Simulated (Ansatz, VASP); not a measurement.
## Two plane-wave programs on GaP

```
CELL_PARAMETERS angstrom
0.00000 2.71923 2.71923
2.71923 0.00000 2.71923
2.71923 2.71923 0.00000
ATOMIC_POSITIONS crystal
Ga 0.00000 0.00000 0.00000
P 0.25000 0.25000 0.25000
```

Alike in both runs: functional PBEsol; k mesh 8 × 8 × 8; occupations gaussian, width 0.02 eV; no spin polarisation.

Ansatz relaxed the structure, and its values are those at the end. VASP's run is a single point on that final structure, the one shown.

```csv
,VASP,Ansatz
version,VASP 6.6.1,Ansatz 0.2.0
potentials or method,"VASP PAW PBE potentials, release 64 (Ga_d, P)","scalar-relativistic, plane waves, PAW"
plane-wave cutoff (eV),520,420
valence electrons in the cell,18,18
```

Ansatz gave:

- gap on the k mesh at the Fermi level (eV): 1.50
- least direct gap on the mesh (eV): 1.80
- pressure (GPa): 0.0

Question: Estimate VASP's values.

Answer: gap on the k mesh at the Fermi level (eV): 1.50; least direct gap on the mesh (eV): 1.80; pressure (GPa): -0.1.

Caveats: the PAW data sets were made with another functional, which shifts forces and pressure a little (VASP). A k mesh can miss the band edges. Expect the measured gap to be larger: semilocal functionals such as PBEsol lack the derivative discontinuity.
